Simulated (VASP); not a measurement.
Input of a VASP 6.6.1 run:

The input INCAR:

```
  ALGO = Normal
  EDIFF = 1E-7
  EDIFFG = 0.001
  ENCUT = 600
  IBRION = 2
  ISIF = 3
  ISMEAR = -4
  LASPH = True
  LCHARG = False
  LREAL = False
  LWAVE = False
  NELM = 60
  NSW = 60
  PREC = Accurate
  SIGMA = 0.01
```

The input KPOINTS:

```
k-points
0
Gamma
  9 9 9
```

The input POSCAR:

```
Hg
1.0
    2.1243184923     -2.6725824964      0.0000000000
    2.1243184923      2.6725824964      0.0000000000
   -2.1151288124      0.0000000000      2.8921990043
Hg
1
Direct
    0.0000000000      0.0000000000      0.0000000000
```

Potentials or basis: VASP PAW LDA potentials, release 54 (Hg).

The run is started by

```sh
$ cat potpaw_LDA.54/Hg/POTCAR > POTCAR
$ mpirun -np 1 vasp_std > vasp.out
```

**Question.** What does it give for the relaxed cell?

**Answer.** a = 3.077 Å, b = 3.077 Å, c = 3.190 Å, α = 111.92°, β = 111.92°, γ = 102.98°.

**Question.** What does it give for the band gap on the k mesh?

**Answer.** None (metal or under the smearing width).

Step by step:
| step | energy change (eV) | largest force (eV/Å) | pressure (GPa) | volume (Å³) |
| --- | --- | --- | --- | --- |
| 1 | 0.0000 | 0.0000 | -3.99 | 32.84 |
| 2 | -0.0947 | 0.0000 | -3.96 | 29.10 |
| 3 | -0.0739 | 0.0000 | 12.60 | 19.61 |
| 4 | -0.1659 | 0.0000 | -2.62 | 25.80 |
| 5 | -0.1826 | 0.0000 | 1.84 | 22.42 |
| 6 | -0.1877 | 0.0000 | -0.47 | 23.67 |
| 7 | -0.1880 | 0.0000 | -0.42 | 23.64 |
| 8 | -0.1886 | 0.0000 | -0.29 | 23.55 |

Caveat: the volume moved by over 15 % at a fixed basis, so the end points are rough. The run has no spin-orbit coupling, so splittings on Hg are missing.
